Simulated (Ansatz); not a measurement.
# HfS2: the cost of one run

Computed with Ansatz 0.2.0 (DFT PBE+D3(BJ), scalar-relativistic, plane waves, PAW, unless a step's input says otherwise).

3 further runs of the same task are left out: 3 set aside as unsound or not needed.

## (1) The starting structure

Symmetry: P-3m1, No. 164, trigonal system. The conventional cell has a = 3.606 Å, b = 3.606 Å, c = 5.769 Å, α = 90.00°, β = 90.00°, γ = 120.00°. Around Hf (site symmetry -3m) lie 6 S at 2.54 Å. Around S (site symmetry 3m) lie 3 Hf at 2.54 Å.

As a file:

```cif
data_structure
_symmetry_space_group_name_H-M 'P 1'
_symmetry_Int_Tables_number 1
_cell_length_a 3.6056
_cell_length_b 3.6056
_cell_length_c 5.7690
_cell_angle_alpha 90.000
_cell_angle_beta 90.000
_cell_angle_gamma 120.000
_cell_volume 64.95
loop_
_atom_site_label
_atom_site_type_symbol
_atom_site_fract_x
_atom_site_fract_y
_atom_site_fract_z
_atom_site_occupancy
Hf1 Hf 0.00000 0.00000 0.00000 1
S1 S 0.66667 0.33333 0.74754 1
S2 S 0.33333 0.66667 0.25246 1
```

It goes back to an entry of the Materials Project.

It is the result of an earlier relaxation at this level (volume 21.65 Å³/atom; gap on the mesh: 0.85 eV).

## (2) The cell under 50 GPa

At a set pressure the run lowers the enthalpy E + PV, so the energy alone may rise along the way.

File input.yaml:

```yaml
crystal:
  lattice:
    - [3.6055882523, 0.0, 0.0]
    - [-1.8027941262, 3.1225310221, 0.0]
    - [0.0, 0.0, 5.7689921283]
  atoms:
    - { symbol: Hf, position: [0.0, 0.0, 0.0] }
    - { symbol: S, position: [0.6666666667, 0.3333333333, 0.7475360132] }
    - { symbol: S, position: [0.3333333333, 0.6666666667, 0.2524639868] }
basis:
  ecutwfc: 420
kpoints:
  mp_grid: { grid: [12, 12, 6] }
hamiltonian:
  xc: pbe
  dispersion: d3bj
scf:
  occupations: { method: fixed }
output:
  forces: true
  stress: true
  eigenvalues: true
relax:
  adjacent_minimum: "off"
  f_tol: 0.001
  max_steps: 60
  cell: { stress_tol: 0.02, p_target: 50.0 }
```

Launch:

```sh
ansatz run input.yaml --threads 1 --pin off --max-ram 3072MiB --backend cpu --events-out ev --progress --plain --runs-dir out
```

Q: Estimate wall time and peak memory on 1 thread of AMD EPYC 9R45 (Zen 5), shared host.

About 30 s, with a peak of 0.47 GiB.
